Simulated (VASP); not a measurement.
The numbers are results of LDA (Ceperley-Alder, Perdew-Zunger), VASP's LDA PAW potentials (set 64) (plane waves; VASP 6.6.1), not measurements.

The input files of a VASP run:

File POSCAR:
```
MgF2
1
    4.5323519143     0.0000000000     0.0000000000
    0.0000000000     4.5323519143     0.0000000000
    0.0000000000     0.0000000000     2.9991680484
Mg F
2 4
Direct
  0.0000000000   0.0000000000   0.0000000000
  0.5000000000   0.5000000000   0.5000000000
  0.3027590810   0.3027590810   0.0000000000
  0.8027590810   0.1972409190   0.5000000000
  0.1972409190   0.8027590810   0.5000000000
  0.6972409190   0.6972409190   0.0000000000
```

File KPOINTS:
```
K-points
0
Gamma
 5 5 7
0 0 0
```

INCAR:
```
! general
SYSTEM = MgF2
PREC   = Accurate
ENCUT  = 520
LREAL  = F   ! projection in real space or not
LASPH  = T   ! aspherical one-centre terms

! electronic loop
EDIFF  = 1E-8
NELM   = 100
ALGO   = Normal   ! blocked Davidson

! smearing
ISMEAR = 0   ! Gaussian
SIGMA  = 0.05   ! width (eV)

! ions
IBRION = 1
NSW    = 30   ! most ionic steps
ISIF   = 2   ! forces and stress, cell fixed
EDIFFG = -0.001   ! ionic stop

! output
LWAVE  = F
LCHARG = F
```

POTCAR, in this order: Mg F (LDA.64 set). Program: vasp_std.

The run wrote:

### OUTCAR
```
 ion  position               nearest neighbor table
   1  0.000  0.000  0.000-   3 1.94   6 1.94   5 1.96   4 1.96   4 1.96   5 1.96   2 3.54   2 3.54
                             2 3.54   2 3.54   2 3.54   2 3.54   2 3.54   2 3.54
   2  0.500  0.500  0.500-   4 1.94   5 1.94   3 1.96   6 1.96   3 1.96   6 1.96   1 3.54   1 3.54
                             1 3.54   1 3.54   1 3.54   1 3.54   1 3.54   1 3.54
   3  0.303  0.303  0.000-   1 1.94   2 1.96   2 1.96
   4  0.803  0.197  0.500-   2 1.94   1 1.96   1 1.96
   5  0.197  0.803  0.500-   2 1.94   1 1.96   1 1.96
   6  0.697  0.697  0.000-   1 1.94   2 1.96   2 1.96
  LATTYP: Found a simple tetragonal cell.
 ALAT       =     4.5323519143
 C/A-ratio  =     0.6617244435
 Subroutine PRICEL returns:
 Original cell was already a primitive cell.
 Subroutine GETGRP returns: Found 16 space group operations
The static configuration has the point symmetry D_2h.
 The point group associated with its full space group is D_4h.
The dynamic configuration has the point symmetry D_2h.
 Subroutine INISYM returns: Found 16 space group operations
 Subroutine IBZKPT returns following result:
 Found     24 irreducible k-points:

 Following reciprocal coordinates:
            Coordinates               Weight
  0.000000  0.000000  0.000000      1.000000
...
```

File OSZICAR:
```
       N       E                     dE             d eps       ncg     rms          rms(c)
DAV:   1     0.203098874025E+03    0.20310E+03   -0.18566E+04   984   0.152E+03
DAV:   2    -0.279628139844E+02   -0.23106E+03   -0.22471E+03  1256   0.341E+02
DAV:   3    -0.375694143243E+02   -0.96066E+01   -0.95897E+01  1136   0.726E+01
DAV:   4    -0.376296848482E+02   -0.60271E-01   -0.60250E-01  1100   0.667E+00
DAV:   5    -0.376300347091E+02   -0.34986E-03   -0.34984E-03  1092   0.515E-01    0.955E+00
DAV:   6    -0.351599049228E+02    0.24701E+01   -0.10147E+01  1104   0.244E+01    0.286E+00
DAV:   7    -0.351095428873E+02    0.50362E-01   -0.90968E-02  1020   0.232E+00    0.174E+00
DAV:   8    -0.350839238767E+02    0.25619E-01   -0.27499E-02  1144   0.208E+00    0.137E-01
DAV:   9    -0.350839257779E+02   -0.19012E-05   -0.17844E-03  1120   0.319E-01    0.597E-02
DAV:  10    -0.350839394418E+02   -0.13664E-04   -0.15332E-04  1068   0.996E-02    0.462E-03
DAV:  11    -0.350839390987E+02    0.34312E-06   -0.35514E-06  1108   0.151E-02    0.128E-03
DAV:  12    -0.350839391435E+02   -0.44833E-07   -0.74549E-08  1096   0.255E-03    0.840E-04
DAV:  13    -0.350839391383E+02    0.51846E-08   -0.33201E-08  1016   0.170E-03
   1 F= -.35083939E+02 E0= -.35083939E+02  d E =-.350839E+02
       N       E                     dE             d eps       ncg     rms          rms(c)
DAV:   1    -0.350839422997E+02   -0.31562E-05   -0.18389E-02   960   0.125E+00    0.130E-02
DAV:   2    -0.350839756321E+02   -0.33332E-04   -0.35181E-04  1124   0.162E-01    0.829E-03
DAV:   3    -0.350839742744E+02    0.13577E-05   -0.10659E-06  1064   0.126E-02    0.571E-03
DAV:   4    -0.350839730424E+02    0.12320E-05   -0.32941E-06  1076   0.224E-02    0.800E-04
DAV:   5    -0.350839731114E+02   -0.69048E-07   -0.80901E-07  1052   0.766E-03    0.474E-04
DAV:   6    -0.350839731099E+02    0.15693E-08   -0.29795E-08  1024   0.186E-03
   2 F= -.35083973E+02 E0= -.35083973E+02  d E =-.339716E-04
       N       E                     dE             d eps       ncg     rms          rms(c)
DAV:   1    -0.350839694380E+02    0.36734E-05   -0.47958E-03   960   0.641E-01    0.674E-03
DAV:   2    -0.350839781925E+02   -0.87545E-05   -0.92394E-05  1124   0.829E-02    0.420E-03
DAV:   3    -0.350839778377E+02    0.35484E-06   -0.28042E-07  1052   0.648E-03    0.288E-03
DAV:   4    -0.350839775206E+02    0.31707E-06   -0.84905E-07  1076   0.114E-02    0.407E-04
DAV:   5    -0.350839775382E+02   -0.17613E-07   -0.20789E-07  1016   0.387E-03    0.245E-04
DAV:   6    -0.350839775380E+02    0.18508E-09   -0.78646E-09   548   0.977E-04
   3 F= -.35083978E+02 E0= -.35083978E+02  d E =-.442815E-05
```

File OUTCAR:
```
------------------------ aborting loop because EDIFF is reached ----------------------------------------
  FORCE on cell =-STRESS in cart. coord.  units (eV):
  Direction    XX          YY          ZZ          XY          YZ          ZX
  --------------------------------------------------------------------------------------
  Total       -0.0883405     -0.0883405      0.0287382     -0.0000000      0.0000000      0.0000000
  in kB       -2.2973254     -2.2973254      0.7473456     -0.0000000      0.0000000      0.0000000
  external PRESSURE =      -1.2824351 kB  Pullay stress =       0.0000000 kB
  volume of cell :       61.61
      direct lattice vectors                 reciprocal lattice vectors
     4.532351914  0.000000000  0.000000000     0.220636001  0.000000000  0.000000000
     0.000000000  4.532351914  0.000000000     0.000000000  0.220636001  0.000000000
     0.000000000  0.000000000  2.999168048     0.000000000  0.000000000  0.333425798
 POSITION                                       TOTAL-FORCE (eV/Angst)
 -----------------------------------------------------------------------------------
      0.00000     -0.00000     -0.00000         0.000000      0.000000      0.000000
      2.26618      2.26618      1.49958         0.000000      0.000000      0.000000
      1.37137      1.37137     -0.00000        -0.000048     -0.000048      0.000000
      3.63755      0.89480      1.49958        -0.000048      0.000048     -0.000000
      0.89480      3.63755      1.49958         0.000048     -0.000048      0.000000
      3.16098      3.16098      0.00000         0.000048      0.000048     -0.000000
 -----------------------------------------------------------------------------------
    total drift:                                0.000000      0.000000      0.000000
  FREE ENERGIE OF THE ION-ELECTRON SYSTEM (eV)
  ---------------------------------------------------
  free  energy   TOTEN  =       -35.0839775380 eV

  energy  without entropy=      -35.0839775380  energy(sigma->0) =      -35.08397754

 reached required accuracy - stopping structural energy minimisation
```
(Selected blocks of OUTCAR.)

File CONTCAR:
```
MgF2
   1.00000000000000
     4.5323519143000004    0.0000000000000000    0.0000000000000000
     0.0000000000000000    4.5323519143000004    0.0000000000000000
     0.0000000000000000    0.0000000000000000    2.9991680484000001
  Mg              F
     2     4
Direct
     0.0000000000000000   -0.0000000000000000   -0.0000000000000000
     0.5000000000000000    0.5000000000000000    0.5000000000000000
     0.3025746873210668    0.3025746873210668   -0.0000000000000000
     0.8025746873210668    0.1974253126789332    0.5000000000000000
     0.1974253126789332    0.8025746873210668    0.5000000000000000
     0.6974253126789332    0.6974253126789332    0.0000000000000000
```

The compound is MgF2 in the rutile structure. This run relaxes the ions in a fixed cell. Symmetry was kept, so distortions that lower it aren't found. The start is the result of an earlier pass.
